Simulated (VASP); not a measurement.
A run of VASP 6.6.1 is set up as follows.

File POSCAR:

```
Cu
1.0
    0.0000000000      1.8075000000      1.8075000000
    1.8075000000      0.0000000000      1.8075000000
    1.8075000000      1.8075000000      0.0000000000
Cu
1
Direct
    0.0000000000      0.0000000000      0.0000000000
```

INCAR.step1

```
  PREC = Accurate
  ENCUT = 520
  EDIFF = 1E-5
  ISMEAR = -1
  SIGMA = 0.05
  LREAL = False
  LASPH = True
  NELM = 100
  ALGO = Normal
  ISIF = 2
  LWAVE = True
  LCHARG = False
  LMAXMIX = 4
  NBANDS = 12
  GGA = PE
```

File INCAR.step2:

```
  PREC = Accurate
  ENCUT = 520
  EDIFF = 1E-6
  ISMEAR = -1
  SIGMA = 0.05
  LREAL = False
  LASPH = True
  NELM = 100
  ALGO = Normal
  ISIF = 2
  LWAVE = False
  LCHARG = False
  LMAXMIX = 4
  METAGGA = LMBJ
  NBANDS = 12
  ISTART = 1
```

The input KPOINTS:

```
Automatic mesh
0
Gamma
  13 13 13
```

KPOINTS_OPT

```
path GXWKGLUWLK,UX
20
line-mode
reciprocal
 0.0000000000  0.0000000000  0.0000000000  G
 0.5000000000  0.0000000000  0.5000000000  X

 0.5000000000  0.0000000000  0.5000000000  X
 0.5000000000  0.2500000000  0.7500000000  W

 0.5000000000  0.2500000000  0.7500000000  W
 0.3750000000  0.3750000000  0.7500000000  K

 0.3750000000  0.3750000000  0.7500000000  K
 0.0000000000  0.0000000000  0.0000000000  G

 0.0000000000  0.0000000000  0.0000000000  G
 0.5000000000  0.5000000000  0.5000000000  L

 0.5000000000  0.5000000000  0.5000000000  L
 0.6250000000  0.2500000000  0.6250000000  U

 0.6250000000  0.2500000000  0.6250000000  U
 0.5000000000  0.2500000000  0.7500000000  W

 0.5000000000  0.2500000000  0.7500000000  W
 0.5000000000  0.5000000000  0.5000000000  L

 0.5000000000  0.5000000000  0.5000000000  L
 0.3750000000  0.3750000000  0.7500000000  K

 0.6250000000  0.2500000000  0.6250000000  U
 0.5000000000  0.0000000000  0.5000000000  X
```

Potentials or basis: VASP PAW PBE potentials, release 64 (Cu).

Command:

```sh
$ cat potpaw_PBE.64/Cu/POTCAR > POTCAR
$ cp INCAR.step1 INCAR
$ mpirun -np 1 vasp_std > vasp.out
$ cp INCAR.step2 INCAR
$ mpirun -np 1 vasp_std > vasp.out
```

(1) Predict the band gap along the path.

Answers

(1) none (metal or under the smearing width).
